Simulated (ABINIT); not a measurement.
Runs of ABINIT 10.8.3 (patched build) on Sr. The structure is cubic, space group Fm-3m (No. 225). The conventional cell has a = 6.085 Å, b = 6.085 Å, c = 6.085 Å, α = 90.00°, β = 90.00°, γ = 90.00°. Around Sr (site symmetry m-3m) lie 12 Sr at 4.30 Å. 

```tsv
task	level	potentials or basis	cutoff (eV)	fine-grid cutoff	gap on the mesh (eV)	pressure (GPa)
band structure	PBEsol	PseudoDojo NC SR PBEsol v0.4.1 standard	925	-	none	(a)
single point	r2SCAN	Ansatz PAW PBE default generated set, frozen core	490	979.61 eV	none	-
single point	PBE	JTH PAW PBE v2.0	408	816.342 eV	none	-0.4
single point	r2SCAN	JTH PAW PBE v2.0	490	979.61 eV	none	-
single point	r2SCAN	Ansatz NC r2SCAN	1116	-	none	-
```

Alike in all rows: no spin polarisation; cell as given; k mesh 8 × 8 × 8; smearing fermi-dirac 0.05 eV.

Problem. Fill in the values left out.

Solution. (a) -0.9.

Caveats: the PAW data sets were made with another functional, which shifts forces and pressure a little (some runs).

A k mesh can miss the band edges, and the runs leave out spin-orbit coupling on Sr.

A gap of «none» marks a metal or a gap under the smearing width.

Not every run made on this cell is shown here.
